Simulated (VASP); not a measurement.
Write the native input for VASP 6.6.1 that does the following.

| Property | Result |
| --- | --- |
| Task | single point |
| Functional | PBE |
| Potentials or basis | VASP PAW PBE potentials, release 64 (Cd, Te) |
| Cutoff | 520 eV |
| k mesh | 4 × 4 × 4 |
| Occupations | methfessel-paxton, width 0.02 eV |
| Spin | no spin polarisation |
| Dipole correction | no |
| Further INCAR settings | ALGO = Normal; EDIFF = 1e-06; NBANDS = 16 |

The structure of CdTe lies in POSCAR:

```
CdTe
1.0
    0.0000000000      3.2050000000      3.2050000000
    3.2050000000      0.0000000000      3.2050000000
    3.2050000000      3.2050000000      0.0000000000
Cd Te
1 1
Direct
    0.0000000000      0.0000000000      0.0000000000
    0.2500000000      0.2500000000      0.2500000000
```

These files were run (other wordings do the same):

INCAR

```
SYSTEM = CdTe
PREC = Accurate
ENCUT = 520
EDIFF = 1E-6
ISMEAR = 1
SIGMA = 0.02
LREAL = .False.
LASPH = .True.
NELM = 100
ALGO = Normal
ISIF = 2
LWAVE = .False.
LCHARG = .False.
GGA = PE
NBANDS = 16
```

KPOINTS

```
Automatic mesh
0
Gamma
  4 4 4
  0 0 0
```

Potentials or basis: VASP PAW PBE potentials, release 64 (Cd, Te).

Run with:

```console
$ cat potpaw_PBE.64/Cd/POTCAR potpaw_PBE.64/Te/POTCAR > POTCAR
$ mpirun -np 1 vasp_std > vasp.out
```

It gave:

- Pressure: 4.7 GPa
- Band gap on the k mesh: 0.86 eV, direct

Caveat: the k mesh is coarse (spacing up to 0.42 Å⁻¹), so the values aren't converged; spin-orbit coupling is left out, which moves the levels of the heavy elements.

Run time: 7.9 s on 1 thread of AMD EPYC 9R45 96-Core Processor (Zen 5), on a shared host, peak memory 0.17 GiB.
